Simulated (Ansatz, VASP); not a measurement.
Be: VASP beside Ansatz

```
CELL_PARAMETERS angstrom
2.35699 0.00000 0.00000
-1.17849 2.04121 0.00000
0.00000 0.00000 3.60090
ATOMIC_POSITIONS crystal
Be 0.33333 0.66667 0.25000
Be 0.66667 0.33333 0.75000
```

Change from the starting cell: strain +0.025 along x and y, +0.000 along z, atoms carried along.

Alike in both runs: task single point; functional PBE; k mesh 24 × 24 × 14; occupations gaussian, width 0.15 eV; no spin polarisation.

```csv
,VASP,Ansatz
version,VASP 6.6.1,Ansatz 0.2.0
potentials or method,"VASP PAW PBE potentials, release 64 (Be)","scalar-relativistic, plane waves, PAW"
plane-wave cutoff (eV),520,420
valence electrons in the cell,4,4
```

```csv
,VASP,Ansatz,Ansatz less VASP
gap on the k mesh at the Fermi level (eV),none,none,-
pressure (GPa),-9.1,-9.3,-0.11
largest component of the traceless stress (GPa),4.45,4.42,-0.028
```

A gap of «none» marks a metal or a gap that the smearing closes.
